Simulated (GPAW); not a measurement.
## Cd: single point with PBE

Cd:

```
CELL_PARAMETERS angstrom
-1.78432 1.78432 1.78432
1.78432 -1.78432 1.78432
1.78432 1.78432 -1.78432
ATOMIC_POSITIONS crystal
Cd 0.00000 0.00000 0.00000
```

This isn't the form of Cd at room conditions, which is hcp.

```
Program             : GPAW 26.7.0
Task                : single point
Functional          : PBE
Potentials or basis : GPAW PAW data sets (gpaw-data 1.2.1)
Cutoff              : 500 eV
Basis               : pw
k mesh              : 8 × 8 × 8
Occupations         : fermi-dirac, width 0.05 eV
Spin                : no spin polarisation
```

The pressure is -0.1 GPa. The band gap on the k mesh is none (metal or under the smearing width).

Levels at points of the mesh, in eV from the Fermi level:
```csv
k point,band 3,band 4,band 5,band 6,band 7,band 8,band 9
"(0.00, 0.00, 0.00)",-8.95,-8.37,-8.35,-8.35,14.99,14.99,14.99
"(0.50, 0.50, 0.00)",-8.38,-8.32,-7.93,-1.83,-0.77,9.22,9.86
"(0.50, 0.50, 0.50)",-8.03,-8.03,-8.03,3.51,3.52,3.52,5.66
```

Wall time 6.5 s on 1 thread of Arm Neoverse N1, on a shared host, peak memory 0.12 GiB.

Caveat: the cutoff is short for stress and forces, so pressures can be off by a GPa or more.
